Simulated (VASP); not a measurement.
# GaN: molecular dynamics with a monitored distance, by stops when the distance exceeds

GaN, P6_3mc (no. 186), 8 atoms in the cell. PBE, molecular dynamics; PAW potentials Ga, N (PBE set).

| Stops when the distance exceeds (Å) | Largest distance met (Å) | Steps run | Mean temperature (K) | Time (s) |
|---|---|---|---|---|
| 2.053 | 1.987 | 80 | 455 | 168 |
| 3.1 | 1.987 | 80 | 455 | 165 |

Limits: 80 fs of 8 atoms are too short for converged averages; the distance is that to the nearest periodic copy, which so small a cell caps; the cell is only 3.2 Å across, so each atom moves in step with near copies of itself.

## Input of the first row

INCAR:
```
SYSTEM = GaN
  ALGO = Normal
  ANDERSEN_PROB = 0.05
  EDIFF = 1E-5
  ENCUT = 400
  GGA = PE
  IBRION = 0
  ISIF = 2
  ISMEAR = 0
  ISYM = 0
  KPAR = 2
  LASPH = .TRUE.
  LCHARG = .FALSE.
  LREAL = Auto
  LWAVE = .FALSE.
  MDALGO = 1
  NELM = 60
  NELMIN = 4
  NSW = 80
  POTIM = 1.0
  PREC = Normal
  RANDOM_SEED = 799950 0 0
  SIGMA = 0.05
  TEBEG = 600
  TEEND = 600
  VALUE_MAX = 2.053
  VALUE_MIN = 0.969
```

KPOINTS:
```
k-points
0
Gamma
  3 2 2
```

ICONST:
```
R 1 5 7
```

POSCAR:
```
GaN
1.0
    3.1800000000      0.0000000000      0.0000000000
    0.0000000000      5.5079215680      0.0000000000
    0.0000000000      0.0000000000      5.1660000000
Ga N
4 4
Direct
    0.5000000000      0.1666666666      0.5000000000
    0.0000000001      0.6666666666      0.5000000000
    0.0000000000      0.3333333333      0.0000000000
    0.4999999999      0.8333333333      0.0000000000
    0.5000000000      0.1666666666      0.8750000000
    0.0000000001      0.6666666666      0.8750000000
    0.0000000000      0.3333333333      0.3750000000
    0.4999999999      0.8333333333      0.3750000000
```

Commands:
```
cat potpaw_PBE.64/Ga/POTCAR potpaw_PBE.64/N/POTCAR > POTCAR
mpirun -np 2 vasp_std > vasp.out
```

Changes of the last row against the first:
```
- VALUE_MAX = 2.053
+ VALUE_MAX = 3.1
```

VASP 6.6.1 took 168 s on 2 cores (Intel Xeon Platinum 8488C (Sapphire Rapids)), a shared host.
